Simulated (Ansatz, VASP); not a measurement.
One calculation of AlRu, two programs

```
Ru Al
1.0
     3.01141    0.00000    0.00000
     0.00000    3.01141    0.00000
     0.00000    0.00000    3.01141
Ru Al
1 1
Direct
  0.50000 0.50000 0.50000
  0.00000 0.00000 0.00000
```

Change from the starting cell: volume scaled by 1.02.

Alike in both runs: task single point; functional PBEsol; k mesh 9 × 9 × 9; occupations fermi-dirac, width 0.05 eV; no spin polarisation.

|  | VASP | Ansatz |
| --- | --- | --- |
| version | VASP 6.6.1 | Ansatz 0.2.0 |
| potentials or method | VASP PAW PBE potentials, release 64 (Ru_pv, Al) | Ansatz PAW |
| plane-wave cutoff (eV) | 520 | 420 |
| valence electrons in the cell | 17 | 19 |

```csv
,VASP,Ansatz,Ansatz less VASP
gap on the k mesh at the Fermi level (eV),none,none,-
pressure (GPa),-7.2,-7.2,-0.04
```

A gap of «none» marks a metal or a gap that the smearing closes. The two sets of potentials don't hold the same shells in valence.

Caveats: the PAW data sets were made with another functional, which shifts forces and pressure a little (VASP); the PAW data sets come from PBE, with cores solved anew for the run's functional, which leaves a small shift of forces and pressure (Ansatz).
